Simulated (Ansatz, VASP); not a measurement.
# One calculation of Sb, two programs

Contents of INCAR:

```
SYSTEM = Sb
PREC     = Accurate       ! precision mode
ENCUT    = 520            ! plane-wave cutoff, eV
EDIFF    = 1E-7           ! SCF threshold, eV
ISMEAR   = -1             ! smearing method
SIGMA    = 0.05           ! smearing width, eV
LREAL    = .FALSE.        ! projectors in reciprocal space
LASPH    = .TRUE.         ! aspherical terms in the spheres
NELM     = 80             ! most SCF steps
ALGO     = Normal         ! electronic algorithm
ISIF     = 2              ! what is computed and relaxed
LWAVE    = .FALSE.        ! write WAVECAR
LCHARG   = .FALSE.        ! write CHGCAR
GGA      = PS             ! functional
NBANDS   = 8              ! bands
```

The input KPOINTS:

```
Automatic mesh
0
G
  8 8 8
  0 0 0
```

Contents of POSCAR:

```
Sb
1.0
    3.1830660000     -0.0091570000     -0.0792670000
   -0.0091570000      3.1372080000     -0.0565340000
   -0.0792670000     -0.0565340000      3.1629200000
Sb
1
Direct
    0.0035030000      0.0030650000     -0.0217410000
```

The input input.yaml:

```yaml
crystal:
  lattice:
    - [3.183066, -0.009157, -0.079267]
    - [-0.009157, 3.137208, -0.056534]
    - [-0.079267, -0.056534, 3.16292]
  atoms:
    - { symbol: Sb, position: [0.003503, 0.003065, -0.021741] }
hamiltonian:
  xc: pbesol
  pseudopotentials: { kind: paw }
kpoints:
  mp_grid: { grid: [8, 8, 8] }
scf:
  occupations: { method: fermi_dirac, width: 0.05 }
output:
  forces: true
  stress: true
  eigenvalues: true
```

Change from the starting cell: cell strained at random at fixed volume.

Alike in both runs: task single point; functional PBEsol; k mesh 8 × 8 × 8; occupations fermi-dirac, width 0.05 eV; no spin polarisation.

|  | VASP | Ansatz |
| --- | --- | --- |
| version | VASP 6.6.1 | Ansatz 0.2.0 |
| potentials or method | VASP PAW PBE potentials, release 64 (Sb) | Ansatz PAW |
| plane-wave cutoff (eV) | 520 | 420 |
| valence electrons in the cell | 5 | 15 |

Ansatz gave:

| Quantity | Value |
| --- | --- |
| gap on the k mesh at the Fermi level (eV) | none |
| pressure (GPa) | -4.7 |
| largest component of the traceless stress (GPa) | 0.99 |

**Question.** Which values does VASP return?

**Answer.** gap on the k mesh at the Fermi level (eV): none; pressure (GPa): -4.7; largest component of the traceless stress (GPa): 1.00.

A gap of «none» marks a metal or a gap that the smearing closes. The two sets of potentials don't hold the same shells in valence.

Caveats: the PAW data sets were made with another functional, which shifts forces and pressure a little (VASP); the PAW data sets come from PBE, with cores solved anew for the run's functional, which leaves a small shift of forces and pressure (Ansatz). Spin-orbit coupling is left out, which matters for the levels of Sb.
